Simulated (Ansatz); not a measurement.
All numbers below come from Ansatz 0.2.0, DFT PBE, scalar-relativistic, plane waves, PAW.

Plane waves to 420 eV, a k mesh through Γ of 12×12×12 on the computed 2-atom cell and Gaussian smearing (0.10 eV); no spin polarisation.

```yaml
crystal:
  lattice:
    - [3.06905, -0.06294, -0.06294]
    - [-0.06294, 3.06905, -0.06294]
    - [-0.06294, -0.06294, 3.06905]
  atoms:
    - { symbol: Zn, position: [0.47248, 0.47248, 0.47248] }
    - { symbol: Au, position: [0.02752, 0.02752, 0.02752] }
```

**Question.** Is this geometry at equilibrium? Which atom feels the largest force?

**Answer.** It isn't. Atom 1 (Zn) feels (1.89, 1.89, 1.89) eV/Å, 3.276 eV/Å in size, and symmetry-related atoms feel the same size.

**Question.** Give all forces and the stress.

**Answer.**
```tsv
atom	Fx	Fy	Fz
Zn1	1.892	1.892	1.892
Au2	-1.891	-1.891	-1.891
```
Stress (GPa, compression positive):
```
27.39 11.14 11.14
11.14 27.39 11.14
11.14 11.14 27.39
```

Spin–orbit coupling is left out, which can shift energies with elements as heavy as these.